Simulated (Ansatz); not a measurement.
# Rigid separation of a 1T-ZrS2 monolayer from a bilayer at 38.21° twist: binding energy and gap with r2SCAN+D3(BJ)

The usual rule of thumb says that layers held by dispersion sit in a lopsided well: pushing them together costs more than pulling them apart by the same small distance, and the attraction fades slowly. I test it here on a twisted 1T-ZrS2 monolayer lying on a bilayer. The shape of this well matters for exfoliation, for transfer of layers in device stacks and for the response to pressure across the layers. The upper monolayer is moved as a rigid block along the surface normal, and the binding energy is counted per area of interface against the two parts alone, each frozen in its geometry in the same cell. Negative values mean bound. The shift is counted from the geometry left by a short relaxation, which need not be the exact minimum of the rigid curve.

## Computational details

One cell of 63 atoms with an interface area of 81.2 Å². Start: 1T-ZrS2 (a = 3.66 Å) under 1T-ZrS2 (a = 3.66 Å), monolayer on bilayer, commensurate cell of 7 unit cells a layer, twist 38.21 deg; facing atoms 3.11, 3.22 Å apart; 12 Å of vacuum; flat layers, displaced by a Gaussian of 0.01 Å. The free atoms were then eased in DFT by a short relaxation. The upper part (region layer 3, 21 atoms) is moved as a rigid block and each geometry is a single point. The cell is held, so the vacuum over the upper part shrinks as it moves out. Ansatz 0.2.0: Kohn-Sham DFT with r2SCAN+D3(BJ), PAW potentials, plane waves to 500 eV, k-points 3×3×1, Gaussian smearing of 0.05 eV, no spin polarisation, no spin-orbit coupling. In the run that the rows count from, the cell has a spacing of 1.45 eV between highest filled and lowest empty level, and its k-points sample 25 Å along the shortest periodic direction.

Notes on method and selection:

- The gap is read on the run's k-points alone; rows whose frontier levels are partly filled show none.
- Semilocal functionals tend to put gaps under measured ones.
- Cells built by rule (random alloys, stacks, cuts and interfaces) are models; they needn't be known phases.
- Nothing relaxes after the shift, so the curve is stiffer than that of a real separation.
- Plane waves have no basis-set superposition error.
- D3(BJ) is the two-body form unless a three-body term is named.
- Runs that did not converge, have known faults or may not be shown are not listed, and runs on Ansatz's PAW sets soft_1 and soft_2 are kept to separate tables.

Columns:

- shift (Å): rigid shift of the upper part along the surface normal, positive away from the lower part.
- gap (eV): Kohn-Sham gap: lowest empty less highest filled level over the k-points of the run.
- binding energy (mJ/m²): free energy of the cell less those of the lower and upper parts alone (each frozen in its geometry, in the same cell), over the area of the interface; negative is bound.

Input lines of one member:

```
kpoints:
  mp_grid: { grid: [3, 3, 1] }
hamiltonian:
  xc: r2scan
  dispersion: d3bj
scf:
  occupations: { method: gaussian, width: 0.05 }
```

Command (options for logging and memory left out): `ansatz run input.yaml --threads 16 --backend cpu`

## The series

| member | shift (Å) | gap (eV) | binding energy (mJ/m²) |
| --- | --- | --- | --- |
| −0.3 Å | −0.3 | 1.405 | −248.699 |
| unshifted | 0.0 | 1.448 | −283.909 |
| +0.3 Å | 0.3 | 1.447 | ? |
| +0.8 Å | 0.8 | 1.447 | −205.851 |
| +1.6 Å | 1.6 | 1.447 | −128.143 |
| +3 Å | 3.0 | 1.448 | −68.679 |

Cells marked ? are withheld until the estimate has been made.

## The trend and its physics

Of the members shown, the unshifted stack is the most strongly bound, at −283.909 mJ/m². Pushing the monolayer in by 0.3 Å costs 283.909 − 248.699 = 35.210 mJ/m². The closed-shell sulfur layers that face each other then overlap more, and Pauli repulsion, which grows roughly exponentially as the distance shrinks, outruns the gain in attraction.

On the way out the binding weakens from row to row. The mean slope is (283.909 − 205.851) / 0.8 = 97.6 mJ/m² per Å over the first 0.8 Å and (205.851 − 128.143) / 0.8 = 97.1 over the next. Between +1.6 and +3 Å it falls to (128.143 − 68.679) / 1.4 = 42.5. This is what a well with a soft outer wall should give: the force starts near zero, rises as the repulsion dies away, and then drops with the attraction.

At +3 Å a fraction 68.679 / 283.909 = 0.24 of the unshifted binding is left. Dispersion between atoms falls as $r^{-6}$, but summed over two thin sheets it falls only as about $d^{-4}$, so a long tail is expected. The held cell may add to it, because the vacuum has shrunk from 12 to about 9 Å and the monolayer also feels the next periodic image of the bilayer.

The gap hardly takes part. It stays at 1.447 to 1.448 eV in the shown rows from 0 to +3 Å, which fits band edges that both lie in the bilayer: alone, it already has nearly the gap of the whole stack, while the monolayer has a wider one. Only the compressed member differs, with a gap lower by 1.448 − 1.405 = 0.043 eV; stronger mixing of sulfur p states across the interface would act in that direction.

The depth of the well depends on dispersion damping parameters borrowed for this functional, and since nothing relaxes after the shift, the curve is stiffer than that of a real separation.

## Estimating the withheld member

Plain estimates from the members shown:

- +0.3 Å, straight-line interpolation between unshifted and +0.8 Å: w = (0.3 − 0.0) / (0.8 − 0.0) = 0.375, so −283.909 + 0.375 × (−205.851 − (−283.909)) = −254.637 mJ/m²

The straight line gives −254.637 mJ/m², which should be too weakly bound: near its minimum the well curves upwards, so a chord lies above it. I use a Morse-type form instead,

$$E(x) = P e^{-2ax} - Q e^{-ax},$$

with $x$ the shift. Passing it through the rows at −0.3, 0 and +0.8 Å gives $a$ of about 0.95 Å⁻¹. With exp(0.3 × 0.95) = 1.3298, the rows at −0.3 and 0 Å then fix $P$ = (283.909 × 1.3298 − 248.699) / (1.3298² − 1.3298) = 293.8 and $Q$ = 293.8 + 283.909 = 577.7 mJ/m². At +0.3 Å, $e^{-ax}$ = 1 / 1.3298 = 0.752, and 293.8 × 0.752² − 577.7 × 0.752 = −268.3 mJ/m².

To try the route on a shown member, I pass the same form through −0.3, 0 and +1.6 Å and ask for +0.8 Å. The fit now gives $e^{-ax}$ of about 0.77 at +0.3 Å. With 1 / 0.77 = 1.2987, $P$ = (283.909 × 1.2987 − 248.699) / (1.2987² − 1.2987) = 309.4 and $Q$ = 309.4 + 283.909 = 593.3 mJ/m². At +0.8 Å, $e^{-ax}$ = 0.77^(0.8 / 0.3) = 0.4981, and the form returns 309.4 × 0.4981² − 593.3 × 0.4981 = −218.8 against the tabulated −205.851, too deep by 218.8 − 205.851 = 12.9 mJ/m². The error of an interpolation scales roughly with the product of the distances to its three support points. That product is 1.1 × 0.8 × 0.8 = 0.704 in the trial and 0.6 × 0.3 × 0.5 = 0.090 here, with the same sign. The expected miss is therefore 12.9 × 0.090 / 0.704 = 1.6 mJ/m², again too deep, and the corrected value is −268.3 + 1.6 = −266.7 mJ/m².

The correction rests on a single trial over a wider interval, so I take about twice its size, 3 mJ/m², as one standard deviation. The flat gap gives no reason for a further shift.

**Committed estimate, +0.3 Å: binding energy = −267 ± 3 mJ/m².**

## The answer

| member | shift (Å) | gap (eV) | binding energy (mJ/m²) |
| --- | --- | --- | --- |
| +0.3 Å | 0.3 | 1.447 | −265.758 |

| member | estimate | binding energy (mJ/m²) | computed | estimate − computed | miss in error bars |
| --- | --- | --- | --- | --- | --- |
| +0.3 Å | committed | −267.000 | −265.758 | −1.242 | 0.4 |
| +0.3 Å | interpolation | −254.637 | −265.758 | +11.121 |  |

The estimate of −267 ± 3 mJ/m² lies 1.2 mJ/m² below the computed −265.758, well inside its error bar. The straight line missed by 11.1 mJ/m² in the other direction, as expected of a chord across a well that curves upwards.

The Morse-type form alone gave −268.3, too deep by 268.3 − 265.758 = 2.5 mJ/m². My correction of 1.6 had the right sign but covered only about two thirds of that miss.

The new row also shows the rise and fall of the restoring force, which the wider interval had hidden. The mean slope is (283.909 − 265.758) / 0.3 = 60.5 mJ/m² per Å up to +0.3 Å, then (265.758 − 205.851) / 0.5 = 119.8 up to +0.8 Å, and 97.1 and 42.5 in the two intervals after that.

## Departures from the trend

In binding energy, +3 Å departs most from the Morse-type curve drawn through the rows at −0.3, 0 and +0.8 Å. With exp(−3 × 0.95) = 0.0578, that curve gives 293.8 × 0.0578² − 577.7 × 0.0578 = −32.4 mJ/m², while the table has −68.679, more strongly bound by 68.679 − 32.4 = 36.3. The likeliest reason is the form itself: its attraction dies exponentially, whereas dispersion between sheets fades as a power of the distance. Attraction to the periodic image across the shrunken vacuum has the same sign and may contribute. The +1.6 Å row departs the same way, by roughly 16 mJ/m².

In the gap, the compressed member stands apart, 0.043 eV below the unshifted stack, while the other rows agree within 0.001 eV. A change of frontier state would explain so abrupt a start. While the edges belong to the lower bilayer, the distance to the monolayer hardly matters; under compression, a sulfur p state pushed up by mixing across the interface may become the highest filled level.

## Closing remarks

The rule of thumb holds here, but the rows nearest the minimum don't prove it alone. From the unshifted stack, 0.3 Å inwards costs 283.909 − 248.699 = 35.210 mJ/m² and 0.3 Å outwards 283.909 − 265.758 = 18.151, yet a symmetric parabola with its minimum about 0.05 Å further out would give the same two costs. The +0.8 Å row settles it: that parabola would ask for a rise of roughly 170 mJ/m² there, while the table has 283.909 − 205.851 = 78.058. The outer wall is indeed the softer one.

Between −0.3 and +0.8 Å, I would trust a Morse-type interpolation to about 3 mJ/m². Carried outwards, it gives less than half of the computed binding at +3 Å.

For practice, the steepest mean slope shown, 119.8 mJ/m² per Å, is a pulling stress of 119.8 × 0.01 = 1.2 GPa, since 1 mJ/m² per Å is 0.01 GPa. It applies to lifting the whole rigid layer at once; peeling from an edge needs far less force.

I expect no omitted effect to rival the spread in binding, 283.909 − 68.679 = 215.230 mJ/m². For the gap, the semilocal error is much larger than the 0.043 eV spread: the true gap is probably wider by some tenths of an eV or more.

[Logs are printed without paths, hosts, clocks, repeated set-up lines and the standing remarks that a program may print on its own settings, such as how far it seeks lower states.]
